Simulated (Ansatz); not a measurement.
**ZrS under changes of volume**

One of the cells (18.088 Å³/atom); the others are scaled copies at fixed shape and fractional positions:

```
Zr S
1.0
     0.00000    2.62500    2.62500
     2.62500    0.00000    2.62500
     2.62500    2.62500    0.00000
Zr S
1 1
Direct
  0.00000 0.00000 0.00000
  0.50000 0.50000 0.50000
```

```yaml
Program: Ansatz 0.2.0
Functional: r2SCAN
Potentials_or_basis: Ansatz PAW
Cutoff: "500 eV (not typed: the program's choice for these potentials)"
k_mesh: 9 × 9 × 9
Occupations: fermi-dirac, width 0.05 eV
Spin: no spin polarisation
```

```tsv
volume (Å³/atom)	energy over the lowest point (meV/atom)	pressure (GPa)
17.003	17.61	7.3
17.364	?	?
17.726	0.00	0.8
18.088	1.51	-2.0
18.450	8.96	-4.5
18.811	21.71	-6.7
19.173	39.20	-8.7
```

What does the run at 17.364 Å³/atom give?

Energy over the lowest point 5.11 meV/atom; pressure 3.9 GPa.

Worked out: A Birch-Murnaghan fit of order 3 (a polynomial in V^(-2/3)) to the other rows has its minimum at 17.82 Å³/atom with B0 = V·E''(V) = 140 GPa and B' = 4.5. It gives 5.11 meV/atom at 17.364 Å³/atom, against the run's 5.11, and -dE/dV = 3.8 GPa, against 3.9.

Energies are extrapolated to zero smearing.

Caveats: the PAW data sets come from PBE, with cores solved anew for the run's functional, which leaves a small shift of forces and pressure.
